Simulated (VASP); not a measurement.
Here is a VASP 6.6.1 calculation.

File INCAR:

```
SYSTEM = Cu
PREC = Accurate ; ENCUT = 600
EDIFF = 1E-7 ; ISMEAR = 1
SIGMA = 0.1 ; LREAL = .False.
LASPH = .True. ; NELM = 80
ALGO = Normal ; ISIF = 2
LWAVE = .False. ; LCHARG = .False.
GGA = PE ; IVDW = 12
IBRION = 2 ; NSW = 40
EDIFFG = -0.01
```

KPOINTS

```
Automatic mesh
0
Gamma
  18 18 18
  0 0 0
```

POSCAR

```
Cu                                      
1.0
    0.0000000000      1.8194390204      1.8194390204
    1.8194390204     -0.0000000000      1.8194390204
    1.8194390204      1.8194390204     -0.0000000000
  Cu            
     1
Direct
     0.0000000000000000    1.0000000000000000    0.0000000000000000
```

Potentials or basis: VASP PAW PBE potentials, release 64 (Cu).

Run with:

```console
$ cat potpaw_PBE.64/Cu/POTCAR > POTCAR
$ mpirun -np 1 vasp_std > vasp.out
```

Predict the band gap on the k mesh.

none (metal or under the smearing width).

Predict the dispersion energy per atom.

-0.571 eV.

Final structure:
```cif
data_structure
_symmetry_space_group_name_H-M 'P 1'
_symmetry_Int_Tables_number 1
_cell_length_a 2.5731
_cell_length_b 2.5731
_cell_length_c 2.5731
_cell_angle_alpha 60.000
_cell_angle_beta 60.000
_cell_angle_gamma 60.000
_cell_volume 12.05
loop_
_atom_site_label
_atom_site_type_symbol
_atom_site_fract_x
_atom_site_fract_y
_atom_site_fract_z
_atom_site_occupancy
Cu1 Cu 0.00000 0.00000 0.00000 1
```

Caveat: the relaxation stopped at its first step, so nothing moved.
